How much does the band gap of silicon depend on the approximate functional when not a single atom is allowed to move? The cell below is the same in every row, so no relaxation of the lattice can hide behind the differences. For four functionals the gaps are left open, to be worked out from the known rows and from how the functionals are built.

ABINIT 10.8.3, plane-wave Kohn–Sham DFT without spin polarisation or spin–orbit coupling, for silicon in the diamond structure (two-atom cell, cubic edge fixed at 5.4437 Å). All runs use an 8 × 8 × 8 k mesh and Fermi–Dirac occupations with a width of 0.05 eV; the gaps are taken from bands sampled at a number of points that differs between rows (so a few thousandths of an eV carry little weight) along the path Γ–X–W–K–Γ–L–U–W–L–K. The rows are a selection: runs that failed or met a known fault of the program, and some with graver warnings, are left out.

```
functional                               potentials  wave cutoff  gap on path (eV)  direct gap on path (eV)
       LDA     PseudoDojo-NC-SR-LDA-v0.4.1-standard   435.382 eV             0.494                    2.531
    PBEsol   PseudoDojo-NC-SR-PBEsol-v0.4-stringent   489.805 eV             0.474                    2.510
      RPBE                         JTH-PAW-PBE-v2.0   408.171 eV             0.657                    2.576
    r2SCAN                         SG15-NC-PBE-v1.2    979.61 eV             0.717                    2.717
      BP86                         JTH-PAW-PBE-v2.0   408.171 eV             0.647                    2.606
     HLE16     PseudoDojo-NC-SR-PBE-v0.4.1-standard   489.805 eV             1.320                    2.758
    LDA-PZ                         JTH-PAW-LDA-v2.0   408.171 eV             0.488                    2.526
   LDA-VWN                         JTH-PAW-LDA-v2.0   408.171 eV                 ?                        ?
      PW91                         JTH-PAW-PBE-v2.0   408.171 eV                 ?                        ?
     SOGGA  PseudoDojo-NC-SR-PBEsol-v0.4.1-standard   489.805 eV                 ?                        ?
        WC                         JTH-PAW-PBE-v2.0   408.171 eV                 ?                        ?
     rSCAN                         JTH-PAW-PBE-v2.0   489.805 eV             0.784                    2.732
```

The gap on path is silicon's indirect gap, from the valence top at Γ, the centre of the Brillouin zone, to a conduction minimum on the way to the zone boundary point X. The direct gap is the smallest step up at one and the same point; in the two rows compared next, that point is Γ. From LDA-PZ to RPBE the indirect gap grows by 0.17 eV, the direct one by only 0.05 eV. The change of functional, and of the potentials with it, therefore does more than push all empty states up together. Nor is the place in the zone all that counts: in the eigenvalues on the k mesh, a higher empty level at Γ itself (the eighth band) moves away from the valence top by 0.29 eV, from 3.08 to 3.37 eV. The shape of each state must matter too. That higher level is expected to be concentrated near the atoms, where the potentials of the two rows differ, so part of its shift may belong to them rather than to the functional.

A physical picture starts from the electron density, which piles up in the bonds and is thin in the open spaces between them. LDA treats each point as if it belonged to a uniform electron gas. A gradient-corrected functional (GGA) adds an exchange energy that rewards contrast in the density. Its potential then tends to favour the bonds over the open spaces, and so the bonding valence states over conduction states that reach into those spaces. How strongly a state feels this should depend on where its own density lies; that is an argument from theory, since the potentials themselves were not compared.

Correlation works the other way. Its gradient term weakens the correlation energy where the density varies, and so takes back part of the reward. What matters is what remains after this cancellation. PBEsol shows why both halves are needed: scaled by its exchange gain alone between LDA-PZ and RPBE, its gap should be 0.58 eV, but the computed value is 0.474 eV, slightly below LDA. With the correlation loss included and the same scaling, the expectation drops to 0.51 eV. That is closer, but still on the wrong side of LDA, so the balance is only a rough guide.

To put a number on the balance, I take silicon's mean valence density, four electrons for each atomic volume. The strength of the density variation is measured by the reduced gradient s, the gradient of the density divided by the density and by twice the local Fermi wave number. I set s = 1 as a round value, without adjusting it; most of silicon's valence electrons are expected to sit at smaller s, so it stands for the steeper flanks of the density rather than for its average. The defining formulas of each functional then give its exchange gain and correlation loss, both as fractions of the exchange energy of the uniform gas:

net = exchange gain − correlation loss

A straight line through the two known LDA rows, PBEsol, RPBE and BP86 turns this into a gap:

gap = 0.478 eV + 2.316 eV × net

The slope is a fitted conversion factor without a deeper meaning. It rests mainly on two groups of rows: the LDA rows, whose net is zero, and RPBE and BP86, which have nearly the same net. HLE16 and the meta-GGAs r2SCAN and rSCAN stay outside the line. HLE16 rescales exchange and correlation as a whole, so a balance of gradient terms alone does not describe it. Its run printed no warning, but the makers of the data caution, from tests on other systems, that potentials like its PBE set are unfit for so strong a change. The meta-GGAs also depend on the kinetic-energy density of the orbitals, which this balance leaves out; both ran on PBE potentials and drew program warnings, so their gaps are less secure.

PW91, which was not used for the line, serves as the worked case. Its exchange gain is 0.175 and its correlation loss 0.112, so the net is 0.063. Multiplied by the slope and added to the constant, this gives a gap of 0.62 eV. I forecast 0.62 ± 0.05 eV, a little below BP86.

WC has a weaker exchange gain but keeps a correlation loss of about the same size, so less survives the cancellation. Its forecast is 0.52 ± 0.05 eV, between LDA and PW91. SOGGA weakens exchange further, to about the level of PBEsol. The run pairs it with PBE correlation, not with the weaker gradient correlation of published SOGGA, so the loss exceeds the gain, and the forecast is 0.45 ± 0.05 eV, below LDA.

LDA-VWN needs no line. It describes the same uniform electron gas as LDA-PZ through a different fitting formula, with the same potentials and cutoff, so I take over that row's gap: 0.488 ± 0.010 eV. The four direct gaps should lie between 2.48 and 2.64 eV. All these ranges are judgements; those of the three GGAs allow for the few rows behind the line, its misfit for PBEsol, the mixed potentials and the single value of s.

The withheld rows as computed:

```
functional                               potentials  wave cutoff  gap on path (eV)  direct gap on path (eV)
   LDA-VWN                         JTH-PAW-LDA-v2.0   408.171 eV             0.491                    2.528
      PW91                         JTH-PAW-PBE-v2.0   408.171 eV             0.613                    2.590
     SOGGA  PseudoDojo-NC-SR-PBEsol-v0.4.1-standard   489.805 eV             0.408                    2.466
        WC                         JTH-PAW-PBE-v2.0   408.171 eV             0.492                    2.544
```

All four indirect gaps fall within their ranges. LDA-VWN misses its forecast by only 0.003 eV, and PW91 comes out at 0.613 eV, a little below BP86 as expected. SOGGA lies at 0.408 eV, clearly below LDA, where exchange gain alone would not have placed it. The known PBEsol row had already hinted at that side, though, so this hit is only modest support for the balance.

Two pairs bear more directly on the two halves of the balance, and both agree with it in direction. PW91 and WC share potentials and cutoff and have similar correlation losses; WC, with the weaker exchange gain, has a gap smaller by about 0.12 eV. PBEsol and SOGGA have almost the same exchange gain, but SOGGA has the larger correlation loss and a gap smaller by about 0.07 eV. Their potentials carry different release names but give the same core term in the energy, so for silicon they are probably the same. The second pair is still less clean, since that potential was made for PBEsol, a mismatch of which the SOGGA run itself warned, and the two exchange formulas are not identical.

The forecast for WC was weaker than its range suggests. Its gap of 0.492 eV cannot be told apart from the LDA values, so the expected place between LDA and PW91 was wrong in substance. The range was wide enough to include LDA, and landing inside it is little proof of the picture.

The errors also have a pattern. The line is too high for WC and SOGGA by 0.03 to 0.04 eV, and for PBEsol, which helped to fix it, by 0.03 eV. These are the three with the weakest exchange gain among the GGAs that the balance covers. They do not share one type of potential, so a fault in a single potential set is an unlikely common cause. My guess is that one value of s is too coarse: real electrons feel a whole range of densities and gradients, and the potential also depends on how steeply the gain and the loss change with s. At smaller gradients the same formulas should bring WC back to about LDA and put PBEsol and SOGGA below it, as computed. They should also pull RPBE towards LDA and below BP86 and PW91, because its exchange starts with the same gradient coefficient as that of WC and meets the same correlation; yet RPBE has the widest gap of these rows. A smaller s alone is therefore no cure.

The forecast for the direct gaps fails at its lower edge. The smallest, that of SOGGA, is 2.466 eV, just under the stated range; from LDA-PZ it falls by 0.06 eV, against 0.08 eV for the indirect gap. Over the LDA and GGA rows other than HLE16, the direct gap spans a narrower range than the indirect one. It is not the steadier of the two at every step, though: from LDA to PBEsol both fall by about 0.02 eV. I had taken it to be slightly more rigid than it is. The higher empty level at Γ does not follow the balance: from LDA-PZ to SOGGA it moves away from the valence top by 0.11 eV, from 3.08 to 3.19 eV, while both gaps shrink. The potentials may matter more for this level, but functional and potentials change together here, so these rows cannot settle it.

For a functional of this kind, a stronger gradient term in exchange thus points to a wider gap in silicon, unless correlation takes the gain back. A wider gap is not in itself a sign of better physics. The measured gap is roughly 1.2 eV, and the LDA and GGA rows other than HLE16 reach about half of that or less. Part of this shortfall is the derivative discontinuity, a jump in the exact potential when an electron is added, which the band energies of these functionals leave out. The output after this text gives both gradient terms for the rows that the balance covers, along with the line's misses. The zeros and misses printed there for HLE16 and the meta-GGAs do not test the line.

The analysis program printed:

```
Gradient terms relative to uniform-gas exchange (zeros for meta-GGAs and HLE16 are placeholders):
      row  exchange gain  correlation loss       net
      LDA              0                 0         0
   PBEsol         0.1071           0.09587   0.01118
     RPBE         0.1921            0.1182   0.07384
   r2SCAN              0                 0         0
     BP86         0.1781            0.1039   0.07423
    HLE16              0                 0         0
   LDA-PZ              0                 0         0
  LDA-VWN              0                 0         0
     PW91          0.175            0.1124   0.06264
    SOGGA         0.1058            0.1182  -0.01245
       WC         0.1381            0.1182   0.01982
    rSCAN              0                 0         0
fit of gap_on_path on 5 rows (kind < 9): constant 0.4782 +/- 0.013, coefficient of net 2.316 +/- 0.27; rms 0.0163, worst PBEsol 0.0301, leave-one-out rms 0.0239
  rows outside the fit (model, value, miss): r2SCAN 0.4782, 0.717, -0.239; HLE16 0.4782, 1.32, -0.842; LDA-VWN 0.4782, 0.491, -0.0128; PW91 0.6233, 0.613, 0.0103; SOGGA 0.4494, 0.408, 0.0414; WC 0.5241, 0.492, 0.0321; rSCAN 0.4782, 0.784, -0.306
Indirect gap, RPBE less LDA-PZ (eV): 0.169
Direct gap, RPBE less LDA-PZ (eV): 0.05
Indirect gap, PBEsol less LDA (eV): -0.02
Indirect gap, LDA less LDA-PZ (eV): 0.006
Indirect gap, r2SCAN less RPBE (eV): 0.06
PBEsol gap expected from exchange gain alone, scaled between LDA-PZ and RPBE (eV): 0.5822
PBEsol gap expected from the net term, scaled the same way (eV): 0.5136
Forecast for LDA-VWN taken from LDA-PZ (eV): 0.488
Miss of that forecast, forecast less computed (eV): -0.003
Withheld GGA rows within 0.05 eV of the forecast, out of 3: 3
Lowest direct gap of the withheld rows (eV): 2.466
Highest direct gap of the withheld rows (eV): 2.59
```
